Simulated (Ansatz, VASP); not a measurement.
Two plane-wave programs on Cu

```
CELL_PARAMETERS angstrom
0.00000 1.45995 1.45995
1.45995 0.00000 1.45995
1.45995 1.45995 0.00000
ATOMIC_POSITIONS crystal
Cu 0.00000 0.00000 0.00000
```

Change from the starting cell: volume scaled by 0.55, PAW files.

Alike in both runs: task single point; functional PBEsol; k mesh 18 × 18 × 18; occupations fermi-dirac, width 0.1 eV; no spin polarisation.

|  | VASP | Ansatz |
| --- | --- | --- |
| version | VASP 6.6.1 | Ansatz 0.2.0 |
| potentials or method | VASP PAW PBE potentials, release 64 (Cu) | PAW with Ansatz's default frozen-core files, scalar-relativistic |
| plane-wave cutoff (eV) | 520 | 420 |
| valence electrons in the cell | 11 | 19 |

Ansatz gave:

- pressure (GPa): 434.0

Task: Which values does VASP return?

Result: Pressure (GPa): 439.3.

With one functional, cell and mesh, what is left measures potentials, basis and numerics. The two sets of potentials don't hold the same shells in valence.

Caveats: the cell as given lies far from equilibrium; so large a pressure means that the cell lies far from this level's equilibrium, or that cutoff or potentials fall short (VASP); the potentials were made for another functional, which shifts forces and pressure (VASP).
